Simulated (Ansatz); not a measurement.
# Si: energy over two strains

A grid of calculations on Si (Cmcm, No. 63; 12 atoms in the cell), to see where the energy is lowest and how it rises around there.

Program: Ansatz 0.2.0. Level of theory: DFT PBEsol, scalar-relativistic, plane waves, PAW. These are calculated values, not measurements.

### Step 1. The starting structure

The structure is orthorhombic, space group Cmcm (No. 63). The conventional cell has a = 3.829 Å, b = 10.705 Å, c = 12.673 Å, α = 90.00°, β = 90.00°, γ = 90.00°. Around Si (site symmetry m) lie 4 Si at 2.34 to 2.38 Å. Si (site symmetry m) has 4 Si at 2.35 to 2.38 Å as nearest neighbours.

Structure file:

```
Si
1.0
     1.91443   -5.35268    0.00000
     1.91443    5.35268    0.00000
     0.00000    0.00000   12.67273
Si
12
Direct
  0.75727 0.24273 0.94511
  0.24273 0.75727 0.05489
  0.75727 0.24273 0.55489
  0.24273 0.75727 0.44511
  0.42869 0.57131 0.15727
  0.57131 0.42869 0.84273
  0.42869 0.57131 0.34273
  0.57131 0.42869 0.65727
  0.97127 0.02873 0.90937
  0.02873 0.97127 0.09063
  0.97127 0.02873 0.59063
  0.02873 0.97127 0.40937
```

The structure comes from the Materials Project (structure only).

### Step 2. Probe: one point at the start

The input, input.yaml:

```yaml
crystal:
  lattice:
    - [1.914432475, -5.35268036, 0.0]
    - [1.914432475, 5.35268036, 0.0]
    - [0.0, 0.0, 12.67273019]
  atoms:
    - { symbol: Si, position: [0.75726618, 0.24273382, 0.94510656] }
    - { symbol: Si, position: [0.24273382, 0.75726618, 0.05489344] }
    - { symbol: Si, position: [0.75726618, 0.24273382, 0.55489344] }
    - { symbol: Si, position: [0.24273382, 0.75726618, 0.44510656] }
    - { symbol: Si, position: [0.42868506, 0.57131494, 0.15727091] }
    - { symbol: Si, position: [0.57131494, 0.42868506, 0.84272909] }
    - { symbol: Si, position: [0.42868506, 0.57131494, 0.34272909] }
    - { symbol: Si, position: [0.57131494, 0.42868506, 0.65727091] }
    - { symbol: Si, position: [0.97127059, 0.02872941, 0.9093701] }
    - { symbol: Si, position: [0.02872941, 0.97127059, 0.0906299] }
    - { symbol: Si, position: [0.97127059, 0.02872941, 0.5906299] }
    - { symbol: Si, position: [0.02872941, 0.97127059, 0.4093701] }
basis:
  ecutwfc: 420
kpoints:
  mp_grid: { grid: [6, 6, 2] }
hamiltonian:
  xc: pbesol
  pseudopotentials: { kind: paw, azcp: { folder: soft_1 } }
scf:
  occupations: { method: gaussian, width: 0.1 }
output:
  forces: true
  stress: true
  eigenvalues: true
```

On the command line:

```bash
$ ansatz run input.yaml --threads 4 --pin off --max-ram 8192MiB --backend cpu --events-out ev --progress --plain --runs-dir out
```

Standard output, cut to the lines that bear on the results:

```text
Warning: <dir> the record states the generating functional pbe (its physics header spells it `PBE`), which answers neither for hamiltonian.xc's functional nor for the pbesol family's — results may be inconsistent (PPs are generated against a specific XC)
Warning: RAYON_NUM_THREADS=4 ignored (pool sized by the plan → 4); use --threads N
[...]
Pseudopotentials: kind: paw
Pseudopotential: Si, paw, valence charge 4, recommended cutoff 420 eV (normal), <dir>
Functional definition: PBEsol
[...]
Crystal: 12 atoms, lattice volume = 259.724 Å³
Basis set: ecut = 420 eV, 5069 PW (Γ), exchange–correlation on 80×80×180 points (8 copies of the dense FFT grid, shifted against one another)
Bands: 36, of which v1, the nominal top of the filled ones, is band 24 counted from 1 (23 counted from 0)
Symmetry: 8 space group operations
[...]
SCF converged after 8 iterations
Free energy (F): -7456.790763 eV
[...]
E sigma→0 (E₀):  -7456.790744 eV
Entropy (-TS):   -0.000038 eV (-0.003 meV/atom)
Fermi energy:    5.657931 eV
[...]
--- Forces (eV/Å), atoms counted from 1 ---
  atom   1  Si     0.00000000     0.03889783     0.01673946
  atom   2  Si     0.00000000    -0.03889783    -0.01673946
  atom   3  Si     0.00000000     0.03889783    -0.01673946
  atom   4  Si     0.00000000    -0.03889783     0.01673946
  atom   5  Si    -0.00000000     0.00224308    -0.03502191
  atom   6  Si     0.00000000    -0.00224308     0.03502191
  atom   7  Si    -0.00000000     0.00224308     0.03502191
  atom   8  Si     0.00000000    -0.00224308    -0.03502191
[...]
--- Stress (GPa, compression-positive) ---
       -0.225373       0.000000       0.000000
        0.000000      -0.316726       0.000000
        0.000000       0.000000      -0.370165
  P = ⅓ Tr σ = -0.3041 GPa (-3.041 kbar)
--- Band table (eV; the first three rows and the last of 26) ---
[...]
```

It took 4.4 s on 4 threads of Arm Neoverse V1, shared host; peak memory 0.67 GiB.

From the probe: pressure -0.3 GPa, largest force 0.04 eV/Å, gap on this mesh 0.43 eV. The gap decides the next run's mesh: 10×10×4 points and a smearing of 0.02 eV.

### Step 3. The relaxation

Edit input.yaml of step 2 so:

```diff
@@ -21,3 +21,3 @@
 kpoints:
-  mp_grid: { grid: [6, 6, 2] }
+  mp_grid: { grid: [10, 10, 4] }
 hamiltonian:
@@ -26,3 +26,3 @@
 scf:
-  occupations: { method: gaussian, width: 0.1 }
+  occupations: { method: gaussian, width: 0.02 }
 output:
@@ -31 +31,6 @@
   eigenvalues: true
+relax:
+  adjacent_minimum: "off"
+  f_tol: 0.005
+  max_steps: 80
+  cell: { stress_tol: 0.05 }
```

On the command line:

```bash
$ ansatz run input.yaml --threads 4 --pin off --max-ram 8192MiB --backend cpu --events-out ev --progress --plain --runs-dir out
```

Standard output:

```text
Warning: <dir> the record states the generating functional pbe (its physics header spells it `PBE`), which answers neither for hamiltonian.xc's functional nor for the pbesol family's — results may be inconsistent (PPs are generated against a specific XC)
Warning: RAYON_NUM_THREADS=4 ignored (pool sized by the plan → 4); use --threads N
Engine: ansatz 0.2.0, aarch64-unknown-linux-gnu
Pseudopotentials: kind: paw
Pseudopotential: Si, paw, valence charge 4, recommended cutoff 420 eV (normal), <dir>
Functional definition: PBEsol
  exchange = pbesol_x
  correlation = pbesol_c
Crystal: 12 atoms, lattice volume = 259.724 Å³
Basis set: ecut = 420 eV, 5069 PW (Γ), exchange–correlation on 80×80×180 points (8 copies of the dense FFT grid, shifted against one another)
Bands: 36, of which v1, the nominal top of the filled ones, is band 24 counted from 1 (23 counted from 0)
Symmetry: 8 space group operations
Space group: Cmcm (ITA 63), of the structure as read, at distance tolerance 6.4e-5 Å
k-points: 93 of 400
Non-local potential: Si, projectors of the file, l = 0: 2, l = 1: 2, l = 2: 1
PAW form: soft (Blöchl's): semilocal exchange-correlation on the pseudo side does not see the compensation charge
PAW frozen core: Si, regenerated for the run's functional, and the local potential with it (the file was generated under x = pbe(κ = 0.804, μ = 0.2195149727645171), c = pbe(β = 0.06672455060314922))
PAW one-centre angular grid: Si, 110 points (default); XC on 64 Gauss nodes
Initial density: superposition of atomic densities (chi_scale 0.1, normalization cell)
Initial wavefunctions: pseudopotential atomic-orbital guess
Functional: x = pbesol(κ = 0.804, μ = 0.12345679012345678), c = pbesol(β = 0.046)
SCF iter   1: F=—  HF=-7458.418272 eV  |F-HF|=—  |Δ(HF+E_count)|=         —  Δρ=4.39e-2  dr2=5.56e0  ethr=3.10e-3  ⟨swp⟩=8.7  Hψ=20227  notcnv=0  defer=15
preconditioner: auto → Resta (q_TF=auto, 2.059 Å⁻¹)  ε∞=5.1  [insulator: Δε(μ)=0.775 eV  Ē_g=7.922 eV  σ=0.020 eV  W_gap=1.00  n_scr=42 (ndim 8)  ℏωp=16.0 eV  f_vac=0.000  D(μ)=0.00/eV (n_scr^D=0)  ε∞_Penn≈5.1]
SCF iter   2: F=—  HF=-7457.287843 eV  |F-HF|=—  |Δ(HF+E_count)|=    1.13e0  Δρ=2.42e-2  dr2=1.71e0  ethr=3.10e-3  ⟨swp⟩=3.6  Hψ=6137  notcnv=0  defer=545
SCF iter   3: F=—  HF=-7456.802298 eV  |F-HF|=—  |Δ(HF+E_count)|=   4.86e-1  Δρ=2.28e-3  dr2=3.02e-2  ethr=3.10e-3  ⟨swp⟩=3.3  Hψ=5492  notcnv=0  defer=545
SCF iter   4: F=—  HF=-7456.811984 eV  |F-HF|=—  |Δ(HF+E_count)|=   9.69e-3  Δρ=8.80e-4  dr2=5.12e-3  ethr=6.29e-5  ⟨swp⟩=3.1  Hψ=4911  notcnv=0  defer=544
SCF iter   5: F=—  HF=-7456.817330 eV  |F-HF|=—  |Δ(HF+E_count)|=   5.35e-3  Δρ=2.06e-4  dr2=3.77e-4  ethr=1.07e-5  ⟨swp⟩=2.7  Hψ=5276  notcnv=0  defer=544
SCF iter   6: F=—  HF=-7456.818157 eV  |F-HF|=—  |Δ(HF+E_count)|=   8.28e-4  Δρ=5.88e-5  dr2=1.43e-5  ethr=7.86e-7  ⟨swp⟩=2.0  Hψ=5474  notcnv=0  defer=544
SCF iter   7: F=—  HF=-7456.818121 eV  |F-HF|=—  |Δ(HF+E_count)|=   3.64e-5  Δρ=1.14e-5  dr2=4.82e-7  ethr=2.99e-8  ⟨swp⟩=2.2  Hψ=5544  notcnv=0  defer=544
SCF iter   8: F=-7456.818124 eV  HF=-7456.818124 eV  |F-HF|=3.62e-8  |Δ(HF+E_count)|=   2.58e-6  Δρ=1.93e-6  dr2=1.77e-8  ethr=2.08e-10  ⟨swp⟩=15.7  Hψ=23960  notcnv=0
SCF 1 converged in 8 iterations: F = -7456.818124 eV  dr2 = 1.77e-8
relax step   1: F+E_penalty+E_count = -7456.81812362 eV  Δ(F+E_penalty+E_count) = +0.000e0 eV  max|allowed force component| = 3.787e-2 eV/Å  Δτ_max = 0.0000 Å  P = -0.323 GPa  Ω = 259.724 Å³  (8 SCF iters, dr2 threshold 1.00e-7 eV, accepted)
Crystal: 12 atoms, lattice volume = 258.907 Å³
Initial density: handed on by an earlier stage of this run
Initial wavefunctions: those handed on with the density
iter 1 solved again at ethr=3.83e-7 eV; its pass at ethr=3.10e-3 eV (dr2=1.84e-4 eV) is discarded
SCF iter   1: F=—  HF=-7456.819436 eV  |F-HF|=—  |Δ(HF+E_count)|=         —  Δρ=2.32e-4  dr2=2.18e-4  ethr=3.83e-7  ⟨swp⟩=3.5  Hψ=15281  notcnv=0  defer=5
preconditioner: auto → Resta (q_TF=auto, 2.060 Å⁻¹)  ε∞=5.3  [insulator: Δε(μ)=0.405 eV  Ē_g=7.731 eV  σ=0.020 eV  W_gap=1.00  n_scr=42 (ndim 8)  ℏωp=16.0 eV  f_vac=0.026  D(μ)=0.00/eV (n_scr^D=0)  ε∞_Penn≈5.3]
SCF iter   2: F=—  HF=-7456.819327 eV  |F-HF|=—  |Δ(HF+E_count)|=   1.08e-4  Δρ=1.27e-4  dr2=6.56e-5  ethr=3.83e-7  ⟨swp⟩=1.0  Hψ=3348  notcnv=0
SCF iter   3: F=—  HF=-7456.819309 eV  |F-HF|=—  |Δ(HF+E_count)|=   1.80e-5  Δρ=1.92e-5  dr2=2.02e-6  ethr=1.37e-7  ⟨swp⟩=2.9  Hψ=5762  notcnv=0
SCF iter   4: F=-7456.819311 eV  HF=-7456.819310 eV  |F-HF|=4.04e-7  |Δ(HF+E_count)|=   1.30e-6  Δρ=5.74e-6  dr2=3.18e-7  ethr=7.23e-10  ⟨swp⟩=10.0  Hψ=20142  notcnv=0
SCF 2 converged in 4 iterations: F = -7456.819311 eV  dr2 = 3.18e-7
relax step   2: F+E_penalty+E_count = -7456.81931086 eV  Δ(F+E_penalty+E_count) = -1.187e-3 eV  max|allowed force component| = 1.015e-2 eV/Å  Δτ_max = 0.0025 Å  P = -0.065 GPa  Ω = 258.907 Å³  energy of the carried Pulay correction = +1.385e-5 eV  (4 SCF iters, dr2 threshold 3.47e-7 eV, accepted)
Crystal: 12 atoms, lattice volume = 258.705 Å³
Basis set: ecut = 420 eV, 5061 PW (Γ), exchange–correlation on 80×80×180 points (8 copies of the dense FFT grid, shifted against one another)
iter 1 solved again at ethr=4.08e-8 eV; its pass at ethr=3.10e-3 eV (dr2=1.96e-5 eV) is discarded
SCF iter   1: F=—  HF=-7456.819477 eV  |F-HF|=—  |Δ(HF+E_count)|=         —  Δρ=8.25e-5  dr2=2.39e-5  ethr=4.08e-8  ⟨swp⟩=3.0  Hψ=15103  notcnv=0
preconditioner: auto → Resta (q_TF=auto, 2.060 Å⁻¹)  ε∞=5.3  [insulator: Δε(μ)=0.402 eV  Ē_g=7.733 eV  σ=0.020 eV  W_gap=1.00  n_scr=42 (ndim 8)  ℏωp=16.0 eV  f_vac=0.026  D(μ)=0.00/eV (n_scr^D=0)  ε∞_Penn≈5.3]
SCF iter   2: F=—  HF=-7456.819420 eV  |F-HF|=—  |Δ(HF+E_count)|=   5.72e-5  Δρ=4.43e-5  dr2=6.99e-6  ethr=4.08e-8  ⟨swp⟩=1.0  Hψ=3405  notcnv=0
SCF iter   3: F=—  HF=-7456.819370 eV  |F-HF|=—  |Δ(HF+E_count)|=   4.99e-5  Δρ=6.75e-6  dr2=2.91e-7  ethr=1.46e-8  ⟨swp⟩=2.8  Hψ=5631  notcnv=0
SCF iter   4: F=—  HF=-7456.819370 eV  |F-HF|=—  |Δ(HF+E_count)|=   3.17e-7  Δρ=2.15e-6  dr2=4.79e-8  ethr=6.06e-10  ⟨swp⟩=2.1  Hψ=5142  notcnv=0
SCF iter   5: F=-7456.819370 eV  HF=-7456.819370 eV  |F-HF|=1.52e-8  |Δ(HF+E_count)|=   5.61e-8  Δρ=9.16e-7  dr2=5.33e-9  ethr=2.35e-11  ⟨swp⟩=8.7  Hψ=16261  notcnv=0
SCF 3 converged in 5 iterations: F = -7456.819370 eV  dr2 = 5.33e-9
relax step   3: F+E_penalty+E_count = -7456.81937005 eV  Δ(F+E_penalty+E_count) = -5.919e-5 eV  max|allowed force component| = 2.434e-3 eV/Å  Δτ_max = 0.0011 Å  P = +0.006 GPa  Ω = 258.705 Å³  energy of the carried Pulay correction = +1.729e-5 eV  (5 SCF iters, dr2 threshold 1.13e-8 eV, accepted)
Initial wavefunctions: pseudopotential atomic-orbital guess (no wavefunctions were taken with the density)
iter 1 solved again at ethr=7.08e-7 eV; its pass at ethr=3.10e-3 eV (dr2=3.40e-4 eV) is discarded
SCF iter   1: F=—  HF=-7456.819453 eV  |F-HF|=—  |Δ(HF+E_count)|=         —  Δρ=1.62e-6  dr2=7.24e-9  ethr=7.08e-7  ⟨swp⟩=4.3  Hψ=30524  notcnv=0
eigensolver tolerance schedule: the retry pair's looser diagonalisation over-reported the residual by 46993.02 of it (diagonalisation noise at an unbounded share of the residual, at the tolerance the schedule requests for it); recorded, not acted on — ethr = c·dr2/N_el stays at c = 1.0e-1
preconditioner: auto → Resta (q_TF=auto, 2.060 Å⁻¹)  ε∞=5.3  [insulator: Δε(μ)=0.401 eV  Ē_g=7.733 eV  σ=0.020 eV  W_gap=1.00  n_scr=42 (ndim 8)  ℏωp=16.0 eV  f_vac=0.026  D(μ)=0.00/eV (n_scr^D=0)  ε∞_Penn≈5.3]
SCF iter   2: F=—  HF=-7456.819353 eV  |F-HF|=—  |Δ(HF+E_count)|=   1.01e-4  Δρ=9.41e-7  dr2=4.71e-9  ethr=1.51e-11  ⟨swp⟩=4.0  Hψ=9441  notcnv=0
SCF iter   3: F=—  HF=-7456.819353 eV  |F-HF|=—  |Δ(HF+E_count)|=   4.17e-9  Δρ=6.40e-7  dr2=2.61e-9  ethr=9.82e-12  ⟨swp⟩=1.9  Hψ=3920  notcnv=0
SCF iter   4: F=—  HF=-7456.819353 eV  |F-HF|=—  |Δ(HF+E_count)|=   7.49e-9  Δρ=3.24e-7  dr2=2.20e-10  ethr=5.44e-12  ⟨swp⟩=2.1  Hψ=5559  notcnv=0
SCF iter   5: F=-7456.819353 eV  HF=-7456.819353 eV  |F-HF|=2.46e-11  |Δ(HF+E_count)|=  7.28e-12  Δρ=1.34e-7  dr2=4.75e-11  ethr=1.00e-12  ⟨swp⟩=5.6  Hψ=11910  notcnv=0
SCF 4 converged in 5 iterations: F = -7456.819353 eV  dr2 = 4.75e-11
relax step   4: F+E_penalty+E_count = -7456.81935268 eV  Δ(F+E_penalty+E_count) = +1.736e-5 eV  max|allowed force component| = 2.435e-3 eV/Å  Δτ_max = 0.0000 Å  P = +0.006 GPa  Ω = 258.705 Å³  stress off target by 1.95e-2 GPa  SCF on the basis re-selected at this cell (its energy is not comparable with the rows above)  (5 SCF iters)
basis re-selected at this cell: Δ(F+E_penalty+E_count) = +1.736e-5 eV, ΔP = +0.000 GPa vs the last step (what re-selecting the basis moved, of the pressure what is left beyond the Pulay correction that the steps carried, after the strain that the cell walked since its last selection, with what the two solves' SCF thresholds leave and, on support functions, any second-order correction that the steps lacked; it is no measure of the basis error at this ecutwfc). This SCF's stress stands 1.95e-2 GPa from its target on what of the cell is left free (relax.cell.stress_tol is 5.00e-2 GPa) and its largest allowed force component is 2.44e-3 eV/Å (relax.f_tol is 5.00e-3 eV/Å): within both
SCF converged after 5 iterations
Free energy (F): -7456.819353 eV
Harris-Foulkes:  -7456.819353 eV  (|F-HF|=2.46e-11)
Internal energy: -7456.819353 eV  (E = F + TS)
E sigma→0 (E₀):  -7456.819353 eV
Fermi energy:    5.698325 eV
--- Per-component energies (eV) ---
  E_band       = 16.860514
  E_kinetic    = 485.606681
  E_local      = -505.839927  (includes V_loc(G=0)·N_el)
  E_nonlocal   = 274.804106
  E_hartree    = 176.744822
  E_xc         = -670.037731
  E_vxc        = -572.314753  (∫ρ·V_xc dr)
  E_paw        = -5972.727222  (= ΣΔE_a)
  E_vpaw       = -18.885774  (= ΣTr[D̂ρ^β])
  E_aug_tail   = 0.000453  (compensation charges beyond the density's cutoff)
  E_ewald      = -1245.749263
  E_core_change = 0.378728  (= ΣΔE_core)
  E_smearing   = -0.000000  (= −TS)
  E_closure    = 0.000000  (closes the sum)
  Σ components = -7456.819353   (vs F -7456.819353, Δ=0.00e0)
--- Forces (eV/Å), atoms counted from 1 ---
  atom   1  Si     0.00000000    -0.00098746    -0.00128450
  atom   2  Si     0.00000000     0.00098746     0.00128450
  atom   3  Si     0.00000000    -0.00098746     0.00128450
  atom   4  Si     0.00000000     0.00098746    -0.00128450
  atom   5  Si    -0.00000000     0.00020746    -0.00055860
  atom   6  Si     0.00000000    -0.00020746     0.00055860
  atom   7  Si    -0.00000000     0.00020746     0.00055860
  atom   8  Si     0.00000000    -0.00020746    -0.00055860
  atom   9  Si     0.00000000     0.00243514    -0.00025324
  atom  10  Si     0.00000000    -0.00243514     0.00025324
  atom  11  Si     0.00000000     0.00243514     0.00025324
  atom  12  Si     0.00000000    -0.00243514    -0.00025324
  max |Σ_I F_I| component: 1.14e-16 eV/Å
--- Stress (GPa, compression-positive) ---
       -0.004235       0.000000       0.000000
        0.000000       0.019539       0.000000
        0.000000       0.000000       0.002449
  P = ⅓ Tr σ = 0.0059 GPa (0.059 kbar)
--- Band table (eV; the first three rows and the last of 93) ---
  k-point 0: bands = ["-6.6587", "-6.3250", "-5.0852", "-3.7537", "-3.2250", "-2.4274", "-1.4444", "-0.9819", "-0.6714", "0.3880", "0.4931", "1.1242", "1.6433", "1.8191", "2.9415", "3.1737", "3.6325", "3.7144", "3.8334", "3.9055", "4.1957", "4.5043", "4.9554", "5.0300", "6.0844", "6.6677", "6.7376", "6.8048", "7.2217", "7.4856", "7.7767", "7.8142", "8.6978", "8.8820", "9.0908", "9.7659"]
  k-point 1: bands = ["-6.6223", "-6.3928", "-4.9341", "-4.0915", "-2.9436", "-2.4779", "-1.3279", "-0.9918", "-0.6541", "-0.0044", "0.5762", "0.9967", "1.9340", "1.9742", "2.9747", "3.2121", "3.4908", "3.7770", "3.8276", "4.0377", "4.1511", "4.3272", "4.8183", "4.8498", "6.2418", "6.5897", "6.8568", "6.8820", "7.1623", "7.8325", "7.9354", "7.9562", "8.5169", "8.5467", "8.7078", "9.7744"]
  k-point 2: bands = ["-6.5216", "-6.5216", "-4.5625", "-4.5625", "-2.6413", "-2.6413", "-1.0865", "-1.0865", "-0.4927", "-0.4927", "0.7641", "0.7641", "2.1110", "2.1110", "3.3236", "3.3236", "3.4259", "3.4259", "3.8107", "3.8107", "4.4063", "4.4063", "4.5981", "4.5981", "6.4852", "6.4852", "6.8820", "6.8820", "7.5423", "7.5423", "8.2285", "8.2285", "8.3208", "8.3208", "8.9616", "8.9616"]
  k-point 92: bands = ["-5.6496", "-5.6496", "-5.1365", "-5.1365", "-3.9339", "-3.9339", "-1.9789", "-1.9789", "0.3119", "0.3119", "1.9528", "1.9528", "2.6317", "2.6317", "3.6828", "3.6828", "4.0976", "4.0976", "4.2027", "4.2027", "4.3702", "4.3702", "5.3749", "5.3749", "5.9249", "5.9249", "7.1512", "7.1512", "7.4194", "7.4194", "7.8631", "7.8631", "8.6754", "8.6754", "9.1283", "9.1283"]
--- Relaxed structure (3 steps of the walk, 3 accepted, 1 SCFs on fresh bases) ---
  F+E_penalty+E_count = -7456.81935268 eV   max|allowed force component| = 2.435e-3 eV/Å   (the final SCF, on the basis selected at the relaxed cell)
  cell:  # Å, volume = 258.7048 Å³
    - [1.9115587848268742, -5.347666156096506, 0.0]
    - [1.9115587848268742, 5.347666156096506, 0.0]
    - [0.0, 0.0, 12.653847179698595]
  atoms:
    - { symbol: Si, position: [0.7570405042662336, 0.2429594957337664, 0.9450993342719982] }
    - { symbol: Si, position: [0.2429594957337664, 0.7570405042662336, 0.05490066572800161] }
    - { symbol: Si, position: [0.7570405042662336, 0.2429594957337664, 0.5549006657280015] }
    - { symbol: Si, position: [0.2429594957337664, 0.7570405042662336, 0.4450993342719984] }
    - { symbol: Si, position: [0.4286865207080006, 0.5713134792919994, 0.15722420503327267] }
    - { symbol: Si, position: [0.5713134792919994, 0.4286865207080006, 0.842775794966727] }
    - { symbol: Si, position: [0.4286865207080006, 0.5713134792919994, 0.3427757949667273] }
    - { symbol: Si, position: [0.5713134792919994, 0.4286865207080006, 0.6572242050332727] }
    - { symbol: Si, position: [0.9712162889825043, 0.028783711017495883, 0.9093716908722775] }
    - { symbol: Si, position: [0.028783711017495883, 0.9712162889825043, 0.09062830912772225] }
    - { symbol: Si, position: [0.9712162889825043, 0.028783711017495883, 0.5906283091277222] }
    - { symbol: Si, position: [0.028783711017495883, 0.9712162889825043, 0.4093716908722777] }
```

Wall time 56 s (4 threads of Arm Neoverse V1, shared host); peak memory 1 GiB.

The steps of the relaxation:

```csv
step,energy from step 1 (eV/cell),largest force component (eV/Å),pressure (GPa),volume (Å³)
1,0.0000,0.0379,-0.32,259.72
2,-0.0012,0.0101,-0.06,258.91
3,-0.0012,0.0024,0.01,258.70
4,-0.0012,0.0024,0.01,258.70
```

Step 1 is the start. Step 4 repeats the geometry before it on a plane-wave basis chosen anew for that cell, so its energy need not be comparable with the rows above.

Lengths and angles in the start's conventional setting:

|  | before | after | change |
| --- | --- | --- | --- |
| a (Å) | 3.829 | 3.823 | -0.2 % |
| b (Å) | 10.705 | 10.695 | -0.1 % |
| c (Å) | 12.673 | 12.654 | -0.1 % |
| volume (Å³/atom) | 21.64 | 21.56 | -0.4 % |
| shortest distance (Å) | 2.335 | 2.335 | 0.0 % |
| space group (0.01 Å) | Cmcm | Cmcm | same |

Forces and stress were held to the start's 8 operations: a distortion of lower symmetry was not tested.

(Part 1 of 3 ends here.)
